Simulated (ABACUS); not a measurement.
# ZnO (zincite) (P6_3mc) in ABACUS: reference runs

How does ZnO (zincite) come out in PBEsol? The cell is run as given.

Program: ABACUS 3.10.1. These are calculated values, not measurements. Logs are shortened: lines on timing, memory, paths and dates and some standing lists are left out, and cuts for length are marked.

**What was measured.**

“Electronic structure of alkaline earth and post-transition metal oxides”, 2009, arxiv:0908.1581 quotes, for a bulk crystal of ZnO: band gap 3.37 eV.

The results are compared with them further down.

## 1. Starting point

The structure is hexagonal, space group P6_3mc (No. 186). Conventional cell: a = 3.249 Å, b = 3.249 Å, c = 5.206 Å, α = 90.00°, β = 90.00°, γ = 120.00°. Zn (site symmetry 3m) is surrounded by 4 O at 1.97 to 1.98 Å. Around O (site symmetry 3m) lie 4 Zn at 1.97 to 1.98 Å.

## 2. Single point, PBEsol

Input file INPUT:

```
INPUT_PARAMETERS
suffix              ZnO
calculation         scf
basis_type          pw
pseudo_dir          ./
symmetry            1
dft_functional      pbesol
ecutwfc             84
pseudo_rcut         7
nspin               1
nbands              32
ks_solver           dav
smearing_method     fd
smearing_sigma      0.00367493
scf_thr             1e-08
scf_nmax            100
mixing_type         broyden
mixing_beta         0.7
cal_force           1
cal_stress          1
kpar                4
```

Input file STRU:

```
ATOMIC_SPECIES
Zn 65.3800 Zn.upf
O 15.9990 O.upf

LATTICE_CONSTANT
1.8897261246

LATTICE_VECTORS
3.2493080000 0.0000000000 0.0000000000
-1.6246540000 2.8139832727 0.0000000000
0.0000000000 0.0000000000 5.2057090000

ATOMIC_POSITIONS
Direct

Zn
0.0
2
0.6666666667 0.3333333333 0.0000000000 1 1 1
0.3333333333 0.6666666667 0.5000000000 1 1 1

O
0.0
2
0.3333333333 0.6666666667 0.8790100000 1 1 1
0.6666666667 0.3333333333 0.3790100000 1 1 1
```

Input file KPT:

```
K_POINTS
0
Gamma
9 9 5 0 0 0
```

Potentials or basis: PseudoDojo NC SR 0.4.1 PBEsol standard, plane waves.

Launch:

```
> OMP_NUM_THREADS=1 mpirun -np 4 abacus > log
```

running log:

```text
ABACUS v3.10.1

               Atomic-orbital Based Ab-initio Computation at UStc

 ------------------------------------------------------------------------------------

 READING GENERAL INFORMATION
                           global_out_dir = OUT.ZnO/
                           global_in_card = INPUT
                               pseudo_dir = ./
                              orbital_dir =
                                    DSIZE = 4
                                    GSIZE = 1

 READING UNITCELL INFORMATION
                                    ntype = 2
                  lattice constant (Bohr) = 1.88973
              lattice constant (Angstrom) = 1

 READING ATOM TYPE 1
                               atom label = Zn
                      L=0, number of zeta = 1
                      L=1, number of zeta = 1
                      L=2, number of zeta = 1
             number of atom for this type = 2

 READING ATOM TYPE 2
                               atom label = O
                      L=0, number of zeta = 1
                      L=1, number of zeta = 1
                      L=2, number of zeta = 1
             number of atom for this type = 2

                        TOTAL ATOM NUMBER = 4
DIRECT COORDINATES
    atom                   x                   y                   z     mag                  vx                  vy                  vz
taud_Zn1            0.6666666667        0.3333333333        0.0000000000  0.0000        0.0000000000        0.0000000000        0.0000000000
taud_Zn2            0.3333333333        0.6666666667        0.5000000000  0.0000        0.0000000000        0.0000000000        0.0000000000
taud_O1            0.3333333333        0.6666666667        0.8790100000  0.0000        0.0000000000        0.0000000000        0.0000000000
taud_O2            0.6666666667        0.3333333333        0.3790100000  0.0000        0.0000000000        0.0000000000        0.0000000000

                          Volume (Bohr^3) = 321.21
                             Volume (A^3) = 47.5983

 Lattice vectors: (Cartesian coordinate: in unit of a_0)
             +3.24931                  +0                  +0
             -1.62465            +2.81398                  +0
                   +0                  +0            +5.20571
 Reciprocal vectors: (Cartesian coordinate: in unit of 2 pi/a_0)
            +0.307758           +0.177684                  -0
                   -0           +0.355368                  -0
                   +0                  -0           +0.192097
 The esolver type has been set to : ksdft_pw

                PAO radial cut off (Bohr) = 7

 Read in pseudopotential file is Zn.upf
                     pseudopotential type = NC
          exchange-correlation functional = PBESOL
                 nonlocal core correction = 1
                        valence electrons = 20
                                     lmax = 2
                           number of zeta = 4
                     number of projectors = 6
[... 199 lines left out ...]
 projector 4 L=1
 projector 5 L=2
      TOTAL NUMBER OF NONLOCAL PROJECTORS = 62

 Init Non-Local PseudoPotential table :
 Init Non-Local-Pseudopotential done.

                                     npwx = 4193

 Make real space PAO into reciprocal space.
       max mesh points in Pseudopotential = 701
     dq(describe PAO in reciprocal space) = 0.01
                                    max q = 1104

 number of pseudo atomic orbitals for Zn is 4
WARNING: norm of atomic wavefunction # 3 of atomic type Zn is 0.999997, renormalized
WARNING: norm of atomic wavefunction # 4 of atomic type Zn is 0.998493, renormalized

 number of pseudo atomic orbitals for O is 2
WARNING: norm of atomic wavefunction # 2 of atomic type O is 0.999978, renormalized

 -------------------------------------------
 SELF-CONSISTENT
 -------------------------------------------
                                 init_chg = atomic

 PW ALGORITHM --------------- ION=   1  ELEC=   1--------------------------------

 Density error is 0.779373676475
                          Error Threshold = 0.01
----------------------------------------------------------
     Energy           Rydberg                 eV
----------------------------------------------------------
 E_KohnSham     -901.3659259448      -12263.7125758959
 E_Harris       -903.1391174104      -12287.8380834729
 E_Fermi        0.6648442247         9.0456697380
----------------------------------------------------------
[... 87 lines left out ...]
 Density error is 2.38801223087e-09
                          Error Threshold = 6.14144525548e-11
----------------------------------------------------------
     Energy           Rydberg                 eV
----------------------------------------------------------
 E_KohnSham     -901.7146214998      -12268.4568223105
 E_KS(sigma->0) -901.7146213158      -12268.4568198066
 E_Harris       -901.7155140998      -12268.4689667561
 E_band         -82.3685717009       -1120.6819112540
 E_one_elec     -614.4047829847      -8359.4059270457
 E_Hartree      325.7525689917       4432.0910764251
 E_xc           -105.6362724172      -1437.2552203540
 E_Ewald        -507.4261347215      -6903.8867463281
 E_entropy(-TS) -0.0000003681        -0.0000050077
 E_descf        0.0000000000         0.0000000000
 E_exx          0.0000000000         0.0000000000
 E_Fermi        0.7317896957         9.9565095996
----------------------------------------------------------

 charge density convergence is achieved
 final etot is -12268.456822 eV
 EFERMI = 9.9565095996 eV

 STATE ENERGY(eV) AND OCCUPATIONS    NSPIN == 1
 1/9 kpoint (Cartesian) = 0.0000 0.0000 0.0000 (4127 pws)
       1       -113.579     0.00493827
       2       -113.579     0.00493827
       3       -67.9260     0.00493827
       4       -67.9227     0.00493827
       5       -67.9227     0.00493827
       6       -67.9227     0.00493827
[... 194 lines left out ...]
      31        21.5367        0.00000
      32        22.6669        0.00000

[... levels at 3 further k points ...]

------------------------------------------------------------------------------------------
 TOTAL-FORCE (eV/Angstrom)
------------------------------------------------------------------------------------------
                       Zn1         0.0000000000         0.0000000000        -0.0605864939
                       Zn2         0.0000000000         0.0000000000        -0.0605864939
                        O1         0.0000000000         0.0000000000         0.0605864939
                        O2         0.0000000000         0.0000000000         0.0605864939
------------------------------------------------------------------------------------------

----------------------------------------------------------------
 TOTAL-STRESS (KBAR)
----------------------------------------------------------------
       -25.7208740258        -0.0000000000        -0.0000000000
         0.0000000000       -25.7208740261         0.0000000000
         0.0000000000         0.0000000000        -9.3552087640
----------------------------------------------------------------
 TOTAL-PRESSURE: -20.265652 KBAR

 --------------------------------------------
 !FINAL_ETOT_IS -12268.4568223104670324 eV
 --------------------------------------------
```

It took 13 s on 4 MPI ranks of Intel Xeon 6975P-C (Granite Rapids), shared host; peak memory 0.48 GiB.

What came out:

| Property | Result |
| --- | --- |
| Free energy | -12268.4568 eV |
| Pressure | -2.0 GPa |
| Largest force | 0.061 eV/Å |
| Band gap on the k mesh | 0.76 eV, direct |

Forces on the atoms (eV/Å):
```
Zn   0.000  0.000 -0.061
Zn   0.000  0.000 -0.061
O    0.000  0.000  0.061
O    0.000  0.000  0.061
```

## 3. How close it comes

Step 2. A measured gap of ZnO is 3.37 eV (quoted in “Electronic structure of alkaline earth and post-transition metal oxides”, 2009, arxiv:0908.1581); the calculated 0.76 eV misses it by -2.61 eV. So large a miss can be the level of theory's own, or it may mean another phase, state or a wrong row. The value is that of PBEsol, without temperature or zero-point motion. Semilocal functionals fall short of measured gaps as a rule.
